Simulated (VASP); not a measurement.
**CoO: relaxation of cell and atoms with BLYP**

The system is CoO.

```xyz
2
Lattice="2.8285 0.0000 0.0000 -1.4142 2.4495 0.0000 0.0000 0.0000 2.7217" Properties=species:S:1:pos:R:3 pbc="T T T"
Co    0.0000    0.0000    1.3609
O     1.4142    0.8165    0.0000
```

The cell was built by a generator and needn't be a form met in nature.

| Quantity | Value |
| --- | --- |
| Program | VASP 6.6.1 |
| Task | relaxation of cell and atoms |
| Functional | BLYP |
| Potentials or basis | VASP PAW PBE potentials, release 64 (Co, O) |
| Cutoff | 600 eV |
| k mesh | 8 × 8 × 7 |
| Occupations | fermi-dirac, width 0.05 eV |
| Spin | collinear spin, ferromagnetic start |
| Starting moments | [2.0, 0.0] μB |
| Further INCAR settings | ALGO = Normal; EDIFF = 1e-06; IBRION = 2; EDIFFG = -0.02; NSW = 60; ISIF = 3 |

```yaml
Relaxed_volume: 9.88 Å³/atom
Relaxed_cell: a = 2.892 Å, b = 2.892 Å, c = 2.729 Å, α = 90.00°, β = 90.00°, γ = 120.00°
Space_group_after_relaxing_to_0.05_Å: P-6m2 (No. 187)
Energy_gained_by_relaxing: 11.5 meV/atom
Ionic_steps: 6
Pressure_after_relaxing: 0.0 GPa
Band_gap_on_the_k_mesh: none (metal or under the smearing width)
Net_moment: 3.00 μB per cell
Site_moments: Co +2.54; O +0.41 μB
Valence_electrons_inside_the_program's_atomic_spheres: Co 7.79; O 4.96
```

Stress tensor (GPa, compression positive):
```
 0.07  0.00  0.00
 0.00  0.07  0.00
 0.00  0.00 -0.14
```

Step by step:
```tsv
step	energy change (eV)	largest force (eV/Å)	pressure (GPa)	volume (Å³)
1	0.0000	0.0000	7.64	18.86
2	-0.0170	0.0002	-3.29	20.11
3	-0.0208	0.0002	-0.31	19.73
4	-0.0208	0.0001	-0.10	19.71
5	-0.0224	0.0002	-0.06	19.73
6	-0.0231	0.0003	0.00	19.76
```

Final structure:
```cif
data_structure
_symmetry_space_group_name_H-M 'P 1'
_symmetry_Int_Tables_number 1
_cell_length_a 2.8915
_cell_length_b 2.8915
_cell_length_c 2.7288
_cell_angle_alpha 90.000
_cell_angle_beta 90.000
_cell_angle_gamma 119.999
_cell_volume 19.76
loop_
_atom_site_label
_atom_site_type_symbol
_atom_site_fract_x
_atom_site_fract_y
_atom_site_fract_z
_atom_site_occupancy
Co1 Co 0.00000 0.00000 0.50000 1
O1 O 0.66667 0.33333 0.00000 1
```

Levels at points of the mesh, in eV from the Fermi level:
Spin up:
| k point | band 6 | band 7 | band 8 | band 9 | band 10 | band 11 | band 12 |
| --- | --- | --- | --- | --- | --- | --- | --- |
| (0.00, 0.00, 0.00) | -2.80 | -2.80 | -0.97 | -0.97 | 0.75 | 15.13 | 15.67 |
| (0.50, 0.00, 0.00) | -2.92 | -2.04 | -2.01 | -0.61 | 5.73 | 8.30 | 15.15 |
| (0.50, 0.50, 0.00) | -2.92 | -2.04 | -2.01 | -0.61 | 5.73 | 8.30 | 15.15 |
Spin down:
| k point | band 4 | band 5 | band 6 | band 7 | band 8 | band 9 |
| --- | --- | --- | --- | --- | --- | --- |
| (0.00, 0.00, 0.00) | -2.59 | -2.45 | 0.34 | 0.34 | 0.82 | 0.82 |
| (0.50, 0.00, 0.00) | -3.15 | -2.08 | 0.05 | 0.19 | 0.31 | 1.68 |
| (0.50, 0.50, 0.00) | -3.15 | -2.08 | 0.05 | 0.19 | 0.31 | 1.68 |

Wall time 2.1 min on 1 thread of Intel(R) Xeon(R) Platinum 8488C (Sapphire Rapids) (shared host), peak memory 0.19 GiB.

Caveat: the PAW data sets were made with another functional, which shifts forces and pressure a little; a cell with one magnetic atom can't hold antiferromagnetic order, which such compounds often take; semilocal functionals often make such compounds metallic where correlation or magnetic order opens a gap, which also shifts bond lengths. With open d or f shells a metallic result of BLYP can be an artefact of self-interaction; +U or a hybrid may open a gap.
